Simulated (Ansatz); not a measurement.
# Electron scattering at the Σ5 (210) boundary in fcc Cu with O (interstitial), part 2 of 2

Aim: the relaxed structure and the specific resistance of the Σ5 (210) boundary in fcc Cu with O (interstitial).

Ansatz 0.2.0; Ansatz plane-wave DFT, PBE, PAW files; relaxation of a bicrystal slab with its lowest layers held; PAW set soft_1 (the session's first sound run).

So far. Step 2 (Relaxing the bicrystal): The largest force component on a free atom ends at 0.015 eV/Å, under the tolerance of 0.03, after 9 steps.

### Step 3. Transmission across the boundary

Bulk layers of each grain are laid under and over the relaxed boundary, and a lead is named in the middle of each, away from the free faces. The mesh across the current, 20×20, is finer than the density's, because channels open and close sharply across the zone. Energies from -0.1 to 0.1 eV in steps of 0.05 eV are too few for the program's thermal sum, so it prints no conductance; for a metal the transmission near the Fermi level serves, at a fraction of the cost.

This step: Ansatz plane-wave DFT, PBE, PAW files; ballistic transport by layer matching (Landauer), zero bias; boundary relaxed in a short slab, bulk layers laid on; PAW set soft_1 (Ansatz 0.2.0).

System of this step: Σ5 (210) boundary in fcc Cu with O (interstitial). The cell holds 54 atoms: 53 Cu and 1 O. Cell: a = 4.427 Å, b = 3.615 Å, c = 50.947 Å, α = 90.0°, β = 90.0°, γ = 65.9°. It derives from Cu. Regions: lower grain, 22 atoms (22 Cu); boundary, 15 atoms (14 Cu and 1 O); upper grain, 17 atoms (17 Cu). Vacuum lies along c.

The input, input.yaml:

```yaml
crystal:
  lattice:
    - [4.4274037203, 0.0, 0.0]
    - [1.4758012401, 3.2999918941, 0.0]
    - [0.0, 0.0, 50.9469276972]
  atoms:
    - { symbol: Cu, position: [-17.3999999996, 8.6999999998, 0.0785130759] }
    - { symbol: Cu, position: [-16.7999999996, 8.3999999998, 0.0943791873] }
    - { symbol: Cu, position: [-16.1999999996, 8.0999999998, 0.1102452986] }
    - { symbol: Cu, position: [-15.5999999996, 7.7999999998, 0.12611141] }
    - { symbol: Cu, position: [-14.9999999996, 7.4999999998, 0.1419775214] }
    - { symbol: Cu, position: [-14.3999999997, 7.1999999998, 0.1578436328] }
    - { symbol: Cu, position: [-13.7999999997, 6.8999999998, 0.1737097442] }
    - { symbol: Cu, position: [-13.1999999997, 6.5999999998, 0.1895758556] }
    - { symbol: Cu, position: [-12.5999999997, 6.2999999998, 0.205441967] }
    - { symbol: Cu, position: [-11.9999999997, 5.9999999998, 0.2213080783] }
    - { symbol: Cu, position: [-11.3999999997, 5.6999999998, 0.2371741897] }
    - { symbol: Cu, position: [-10.7999999997, 5.3999999998, 0.2530403011] }
    - { symbol: Cu, position: [-10.1999999998, 5.0999999999, 0.2689064125] }
    - { symbol: Cu, position: [-9.5999999998, 4.7999999999, 0.2847725239] }
    - { symbol: Cu, position: [-8.9999999998, 4.4999999999, 0.3006386353] }
    - { symbol: Cu, position: [-8.3999999998, 4.1999999999, 0.3165047467] }
    - { symbol: Cu, position: [-7.7999999998, 3.8999999999, 0.332370858] }
    - { symbol: Cu, position: [-7.1999999998, 3.5999999999, 0.3482369694] }
    - { symbol: Cu, position: [-6.5999999998, 3.2999999999, 0.3641030808] }
    - { symbol: Cu, position: [-5.9999999999, 2.9999999999, 0.3799691922] }
    - { symbol: Cu, position: [-5.3999999999, 2.6999999999, 0.3958353036] }
    - { symbol: Cu, position: [-4.7999999999, 2.3999999999, 0.411701415] }
    - { symbol: Cu, position: [0.8000000001, 0.0999999999, 0.4275675264] }
    - { symbol: Cu, position: [0.4026789601, 0.79866052, 0.4438619154] }
    - { symbol: Cu, position: [0.0047014236, 0.4976492882, 0.459410365] }
    - { symbol: Cu, position: [0.6039779226, 0.1980110387, 0.4759029414] }
    - { symbol: Cu, position: [0.2068220816, 0.8965889592, 0.4915891818] }
    - { symbol: Cu, position: [0.8129688103, 0.5935155949, 0.5069187415] }
    - { symbol: Cu, position: [0.4158280742, 0.2920859629, 0.5248158162] }
    - { symbol: Cu, position: [-0.0075953253, 0.0037976626, 0.5383799941] }
    - { symbol: O, position: [0.4437430108, 0.7781284946, 0.5503947987] }
    - { symbol: Cu, position: [0.8399011, 0.58004945, 0.5720703366] }
    - { symbol: Cu, position: [0.2361301129, 0.8819349436, 0.5870265487] }
    - { symbol: Cu, position: [0.6434684643, 0.1782657678, 0.6039804266] }
    - { symbol: Cu, position: [0.0414857286, 0.4792571357, 0.6191221446] }
    - { symbol: Cu, position: [0.4358844532, 0.7820577734, 0.6352743713] }
    - { symbol: Cu, position: [0.8349672071, 0.0825163964, 0.6517630306] }
    - { symbol: Cu, position: [-4.7650327929, 2.3825163964, 0.667629142] }
    - { symbol: Cu, position: [-5.3650327928, 2.6825163964, 0.6834952533] }
    - { symbol: Cu, position: [-5.9650327928, 2.9825163964, 0.6993613647] }
    - { symbol: Cu, position: [-6.5650327928, 3.2825163964, 0.7152274761] }
    - { symbol: Cu, position: [-7.1650327928, 3.5825163964, 0.7310935875] }
    - { symbol: Cu, position: [-7.7650327928, 3.8825163964, 0.7469596989] }
    - { symbol: Cu, position: [-8.3650327928, 4.1825163964, 0.7628258103] }
    - { symbol: Cu, position: [-8.9650327928, 4.4825163964, 0.7786919217] }
    - { symbol: Cu, position: [-9.5650327927, 4.7825163964, 0.794558033] }
    - { symbol: Cu, position: [-10.1650327927, 5.0825163963, 0.8104241444] }
    - { symbol: Cu, position: [-10.7650327927, 5.3825163963, 0.8262902558] }
    - { symbol: Cu, position: [-11.3650327927, 5.6825163963, 0.8421563672] }
    - { symbol: Cu, position: [-11.9650327927, 5.9825163963, 0.8580224786] }
    - { symbol: Cu, position: [-12.5650327927, 6.2825163963, 0.87388859] }
    - { symbol: Cu, position: [-13.1650327927, 6.5825163963, 0.8897547014] }
    - { symbol: Cu, position: [-13.7650327926, 6.8825163963, 0.9056208127] }
    - { symbol: Cu, position: [-14.3650327926, 7.1825163963, 0.9214869241] }
kpoints:
  mp_grid: { grid: [8, 8, 1] }
hamiltonian:
  xc: pbe
  pseudopotentials: { kind: paw, azcp: { folder: soft_1 } }
scf:
  occupations: { method: fermi_dirac, width: 0.1 }
output:
  transmission:
    leads: [[12, 13], [44, 45]]
    kmesh: [20, 20]
    e_range: [-0.1, 0.1]
    de: 0.05
  write_potential: true
  write_density: true
  volumetric_format: npy
  elf: true
```

Run with:

```sh
ansatz run input.yaml --threads 4 --pin off --max-ram 15360MiB --backend cpu --events-out ev --progress --plain --runs-dir out
```

Numbers of over 12 decimals in the logs are rounded to 6 here.

The log of the run:

```text
[...]
Crystal: 54 atoms, lattice volume = 744.355 Å³
Basis set: ecut = 420 eV, 14561 PW (Γ)
Bands: 608, of which v1, the nominal top of the filled ones, is band 507 counted from 1 (506 counted from 0)
Symmetry: 2 space group operations
[...]
k-points: 21 of 64 (time reversal used)
[...]
SCF iter   1: F=—  HF=-351745.681033 eV  |F-HF|=—  |Δ(HF+E_count)|=         —  Δρ=2.45e-1  dr2=2.84e2  ethr=3.10e-3  ⟨swp⟩=5.0  Hψ=40537  notcnv=0  defer=1162
[...]
SCF iter  18: F=-351696.714099 eV  HF=-351696.714099 eV  |F-HF|=4.31e-9  |Δ(HF+E_count)|=  4.07e-10  Δρ=6.86e-7  dr2=3.25e-9  ethr=1.00e-12  ⟨swp⟩=1.4  Hψ=30865  notcnv=0
SCF 1 converged in 18 iterations: F = -351696.714099 eV  dr2 = 3.25e-9
[...]
transmission: 413 of 4107 steps passed
transmission: 824 of 4107 steps passed
[...]
transmission: 4107 of 4107 steps passed
WARN: The input density's exchange-correlation potential varies sharply where the density is thin. Do not read a vacuum level from v_tot or v_xc, or from such a field of the output density. On a cell that repeats whose density bears no net charge and no dipole along the vacuum's axis use v_es (v_loc + v_h of the components); under efield.dipole_correction with no amplitude use v_es + v_field, which holds any external [...]
SCF converged after 18 iterations
an eigenvalue changed by more than its tolerance at an iteration that met the thresholds in force, so the SCF went on 2 times: the last check was not made
the last check of whether an eigenvalue changes by more than its tolerance under the output density was not made (no_room)
Free energy (F): -351696.714099 eV
[...]
Internal energy: -351696.140118 eV  (E = F + TS)
E sigma→0 (E₀):  -351696.427108 eV
Entropy (-TS):   -0.573981 eV (-10.629 meV/atom)
Fermi energy:    13.205485 eV
[...]
--- Band table (eV; the first three rows and the last of 21) ---
  k-point 0: bands = [... 503 lower, 14.7074, 14.7580, 14.8704, 14.9749, 15.0391, 15.1852, 15.1871, 15.3137, ... 97 higher]
  k-point 1: bands = [... 503 lower, 14.4931, 14.5583, 14.6335, 14.6989, 14.8147, 14.9259, 14.9660, 15.2409, ... 97 higher]
  k-point 2: bands = [... 503 lower, 14.0868, 14.1062, 14.1336, 14.2394, 14.2487, 14.3044, 14.4284, 14.4845, ... 97 higher]
  k-point 20: bands = [... 503 lower, 12.1470, 12.1515, 12.3296, 12.4480, 12.5737, 12.6485, 12.9856, 13.1261, ... 97 higher]
--- Transmission ---
  basis      : 131 plane waves across, 37 finite elements along
  points     : 111, standing for a mesh of 20 x 20
  energies   : 5 from -0.100000 to 0.100000 eV about the Fermi level, 0.050000 eV apart; the leads are filled to 0.000000 eV, and channels, transmission and decay are at 0.000000 eV
  crystal 0  : Cu3, at the sites [12, 13], period 2.4250 Å, over 18.59 Å; its Hamiltonian steps by up to 6.0 meV
    offset         : up to 0.0000 Å between an atom of the period and one for which it stands
    channels       : 2.127500e0 a spin
    conductance    : none, the energies end too early or step too widely for 300 K: set another output.transmission.e_range or a lower de, or, where they end at an eighth of basis.ecutwfc, a higher one
[...]
channels       : 2.137500e0 a spin
[...]
junction   : crystal 0 to crystal 1, 13.00 to 37.94 Å
    transmission   : 9.155718e-1 a spin
[...]
```

The job ended after 38 min (4 threads of Arm Neoverse V1, shared host; peak memory 10 GiB; 2.4 h of CPU time).

Numbers from this step:

```yaml
free_energy: -351696.7141 eV
energy_at_zero_smearing: -351696.4271 eV
fermi_energy: 13.21 eV
cell_area: 14.61 Å²
transmission_per_spin_nearest_the_fermi_level: 0.9156
open_channels_per_spin_nearest_the_fermi_level: 2.127
open_channels_per_spin_upper_lead: 2.138
step_of_the_lead_s_potential: 6 meV
step_of_the_upper_lead_s_potential: 9.4 meV
```

Per spin. Table of transmission, zone mean by energy, zero at the Fermi level:

```
energy (eV)  transmission, zone mean
    -0.1000                    0.936
    -0.0500                    0.931
     0.0000                    0.916
     0.0500                    0.919
     0.1000                    0.913
```

Per spin. Table of open channels, zone mean by energy, zero at the Fermi level:

| energy (eV) | lead | upper lead |
| --- | --- | --- |
| -0.1000 | 2.14 | 2.14 |
| -0.0500 | 2.12 | 2.12 |
| 0.0000 | 2.13 | 2.14 |
| 0.0500 | 2.14 | 2.15 |
| 0.1000 | 2.15 | 2.15 |

Transmission over k1 and k2. At 0.0000 eV from the Fermi level.

Ten even steps from '_' (0.11) to '@' (1.27):
```
************************@@%%%%%%%%@@****
####**++++++**######@@@@%%%%%%%%%%@@@@##
##****++++****##%%@@%%**++====++**%%@@%%
##****++****######**++++******++++**####
****************++++**########**++++****
************####****##########****####**
********########**####****####**########
********##%%%%%%##**++++++**##%%%%%%##**
****####%%%%%%__**++====++**__%%%%%%####
**######%%%%%%##**======**##%%%%%%######
**####%%%%%%__**++====++**__%%%%%%####**
****##%%%%%%##**++++++**##%%%%%%##******
**########**####****####**########******
****####****##########****####**********
******++++**########**++++**************
######**++++******++++**######****++****
##%%@@%%**++====++**%%@@%%##****++++****
####@@@@%%%%%%%%%%@@@@######**++++++**##
******@@%%%%%%%%@@**********************
******##########**********##########****
```
Columns: k1 (b1) from -0.5 to 0.45; rows upwards: k2 (b2) from -0.5 to 0.45.

Open channels over k1 and k2. At 0.0000 eV from the Fermi level.

Ten even steps from '0' (1.00) to '9' (3.00):
```
55599995555599999955
55999995559999999995
99999999999550055999
99999999990000000999
99999999500000000599
99999955500000005559
55555555500000055555
55555555500000555555
55555550000000055555
55555555000005555555
55555500000000555555
55555550000055555555
55555500000055555555
99555000000055599999
99950000000059999999
99990000000999999999
99995500559999999999
55999999999555999995
55599999955555999955
55559995555555999555
```
Columns: k1 (b1) from -0.5 to 0.45; rows upwards: k2 (b2) from -0.5 to 0.45.

Electrostatic potential energy in the cb plane at fractional x = 0.400, with atoms of Cu and O within 0.2 Å of it. With pseudopotentials it is smooth inside the atoms' cores, unlike the true potential.

Values in eV, 5 rows by 16 columns, each cell a mean:
```
  3  11 -16 -31  12   0  13  14 -20   6  -9  11 -28 -17  13  10
  6  12  -9 -22  13   5  13  13  -9   9  -2  12 -19 -10  13  11
 13   9  13  12  10  12   3 -16  14  16  14  13  12  12   4  12
 12   0  14  15   3  10 -11 -39  12  17  14  10  15  13 -12  10
 13  12  10   7  12  12   8  -3  14  16  12  13   8  10   9  13
```
Columns run along c (16.0 Å, from fractional 0.39 to 0.70 of the cell; values clipped at the 3rd and 97th percentile), rows up along b (3.6 Å). Atoms in or near the plane, at fractional coordinates: Cu at (0.44, 0.80), Cu at (0.52, 0.29), O at (0.55, 0.78), Cu at (0.64, 0.78).

Valence density in the cb plane at fractional x = 0.400, with atoms of Cu and O within 0.2 Å of it. It is the smooth field of the valence electrons, not physical close to the nuclei.

Ten steps, logarithmic in the rise over the least value, from '0' (0 e/Å³) to '9' (53 e/Å³), each cell a mean:
```
01100015752000111000013431012110025651000000
12110027983001121000014542123210037972000110
11100025762000111000013431112210025752000010
00000001221000000001111110000000012220000000
00011000000000000024420000000000000000011100
00111100000011100158841000000001000000122100
00111100000111100158851000000001000000132100
00011000000011000025420000000000000000111100
00000001210000000001101110000000001110000000
```
Columns run along c (16.0 Å, from fractional 0.39 to 0.70 of the cell), rows up along b (3.6 Å). Atoms in or near the plane, at fractional coordinates: Cu at (0.44, 0.80), Cu at (0.52, 0.29), O at (0.55, 0.78), Cu at (0.64, 0.78).

ELF in the cb plane at fractional x = 0.400, with atoms of Cu and O within 0.2 Å of it. It is the smooth field of the valence electrons, not physical close to the nuclei.

Ten even steps from '0' (0.03) to '9' (0.80), each cell a mean:
```
11112211321222111221169997111112211211222112
11112213841121111111289688211112213731121111
11112212321222111221169997111112212321222112
22222221111222222221126874111123321112222222
22211222222221222211111220012222222222211222
22111122222111122115511000011111222222111122
22111122222111122115511000011111222222111122
22211222222211222211111110012222222222111122
22222221112222222221115763111223321112222223
```
Columns run along c (16.0 Å, from fractional 0.39 to 0.70 of the cell), rows up along b (3.6 Å). Atoms in or near the plane, at fractional coordinates: Cu at (0.44, 0.80), Cu at (0.52, 0.29), O at (0.55, 0.78), Cu at (0.64, 0.78).

Over the solved energies the transmission per spin lies between 0.913 and 0.936, out of 2.13 channels of the lead on average (up to 2.15).

### Step 4. Specific resistance

This step: Ansatz plane-wave DFT, PBE, PAW files; ballistic transport by layer matching (Landauer), zero bias; specific resistance of the boundary; PAW set soft_1 (Ansatz 0.2.0).

This step gave:

| Quantity | Value |
| --- | --- |
| area resistance | 1.160 fΩ m² |
| T over the leads' mean channel count | 0.4322 |

Averaged over the energies near the Fermi level, 43.2 % of the channels pass, which makes 1.16 fΩ m².

By hand, with T and the leads' channels N averaged over the energies near the Fermi level: RA = A (h/2e²)(1/T − ½[1/N₁ + 1/N₂]) = 14.61×10⁻²⁰ m² × 12 906 Ω × (1/0.9230 − ½[1/2.134 + 1/2.138]) = 1.16 fΩ m².

### Step 5. Summary of results

```yaml
specific_resistance_of_the_boundary: 1.16 fΩ m²
share_of_channels_that_pass: 0.432
```

The boundary has a specific resistance of 1.2 fΩ m². The boundary reflects 57 % of the channels; 1.2 fΩ m² is 12×10⁻¹² Ω·cm². That equals the resistance of 67 nm of bulk Cu at 300 K (measured 1.725 µΩ cm, CRC Handbook of Chemistry and Physics, 84th ed., 2003, Electrical Resistivity of Pure Metals). One O in 14.6 Å² of boundary is a high coverage. One starting structure was relaxed; another shift or atom count at the boundary may lie lower.

[Logs are printed without paths, hosts, clocks, repeated set-up lines and the standing remarks that a program may print on its own settings, such as how far it seeks lower states.]

[Hosts, paths, dates, database ids (printed as entryN), source tags and the programs' standing remarks are cut or masked in the printed files.]
